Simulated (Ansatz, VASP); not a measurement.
# Na: VASP beside Ansatz

```
Na
1.0
     3.38835    0.00000    0.00000
     0.00000    3.38835    0.00000
     0.00000    0.00000    3.38835
Na
1
Direct
  0.00000 0.00000 0.00000
```

Alike in both runs: task single point; functional PBEsol; k mesh 11 × 11 × 11; occupations fermi-dirac, width 0.1 eV; no spin polarisation.

|  | VASP | Ansatz |
| --- | --- | --- |
| version | VASP 6.6.1 | Ansatz 0.2.0 |
| potentials or method | VASP PAW PBE potentials, release 64 (Na_pv) | plane waves (420 eV) with PAW, scalar-relativistic |
| plane-wave cutoff (eV) | 520 | 420 |
| valence electrons in the cell | 7 | 9 |

|  | VASP | Ansatz | Ansatz less VASP |
| --- | --- | --- | --- |
| pressure (GPa) | 0.0 | 0.0 | +0.03 |

The two sets of potentials don't hold the same shells in valence. Ansatz warned: «pseudo_functional_mismatch».

Caveats: the PAW data sets were made with another functional, which shifts forces and pressure a little (VASP).
